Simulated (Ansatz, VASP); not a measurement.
## Two plane-wave programs on Ca

File INCAR:

```
PREC = Accurate ; ENCUT = 520
EDIFF = 1E-7 ; ISMEAR = -1
SIGMA = 0.1 ; LREAL = False
LASPH = True ; NELM = 60
ALGO = Normal ; ISIF = 2
LWAVE = False ; LCHARG = False
GGA = B5 ; ALDAX = 1.0
AGGAX = 1.0 ; AGGAC = 1.0
ALDAC = 0.0 ; NBANDS = 11
```

KPOINTS

```
Automatic mesh
0
Gamma
  10 10 10
```

POSCAR

```
Ca
1.0
    3.6182945652      0.0000000000      0.0000000000
    0.0000000000      3.6182945652      0.0000000000
    0.0000000000      0.0000000000      3.6182945652
Ca
1
Direct
    0.0000000000      0.0000000000      0.0000000000
```

Input for Ansatz:

```yaml
crystal:
  lattice:
    - [3.6182945652, 0.0, 0.0]
    - [0.0, 3.6182945652, 0.0]
    - [0.0, 0.0, 3.6182945652]
  atoms:
    - { symbol: Ca, position: [0.0, 0.0, 0.0] }
hamiltonian:
  xc: blyp
  pseudopotentials:
    kind: paw
    azcp:
      Ca: "pseudopotentials/Ca.paw.azcp"
basis:
  ecutwfc: 420
  fft_grid_basis: typed
kpoints:
  mp_grid: { grid: [10, 10, 10], shift: [0, 0, 0] }
magnetization:
  spin_polarized: false
scf:
  occupations: { method: fermi_dirac, width: 0.1 }
  lower_state_search: "off"
output:
  stress: true
```

Alike in both runs: task single point; functional BLYP; k mesh 10 × 10 × 10; occupations fermi-dirac, width 0.1 eV; no spin polarisation.

```csv
,VASP,Ansatz
version,VASP 6.6.1,Ansatz 0.2.0
potentials or method,"VASP PAW PBE potentials, release 64 (Ca_sv)","plane waves (420 eV) with PAW, scalar-relativistic"
plane-wave cutoff (eV),520,420
valence electrons in the cell,10,10
```

```tsv
	VASP	Ansatz	Ansatz less VASP
pressure (GPa)	-0.3	-0.3	+0.02
```

Caveats: the PAW data sets were made with another functional, which shifts forces and pressure a little (VASP).
